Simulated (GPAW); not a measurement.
The system is Ga.

```xyz
1
Lattice="-1.3844 1.3844 2.3112 1.3844 -1.3844 2.3112 1.3844 1.3844 -2.3112" Properties=species:S:1:pos:R:3 pbc="T T T"
Ga    0.0000    0.0000    0.0000
```

This isn't the form of Ga at room conditions, which is orthorhombic.

- Program: GPAW 26.7.0
- Task: single point
- Functional: PBEsol
- Potentials or basis: PAW data sets generated in the run's folder for this functional
- Cutoff: 600 eV
- Basis: pw
- k mesh: 13 × 13 × 13
- Occupations: fermi-dirac, width 0.05 eV
- Spin: no spin polarisation

On this cell: pressure 0.1 GPa; band gap on the k mesh none (metal or under the smearing width).

The same run follows on a disturbed copy (cell strained at random at fixed volume):

```
CELL_PARAMETERS angstrom
-1.34574 1.36748 2.27974
1.38532 -1.38141 2.31180
1.38426 1.41993 -2.28809
ATOMIC_POSITIONS crystal
Ga 0.00017 0.01188 0.01187
```

Q: What does the disturbed cell give?

A: The energy (extrapolated to zero smearing) moves by +0.4 meV/atom; pressure 0.2 GPa; band gap on the k mesh none (metal or under the smearing width).

Stress tensor (GPa, compression positive):
```
 0.56  0.07 -0.07
 0.07  0.38 -0.11
-0.07 -0.11 -0.29
```
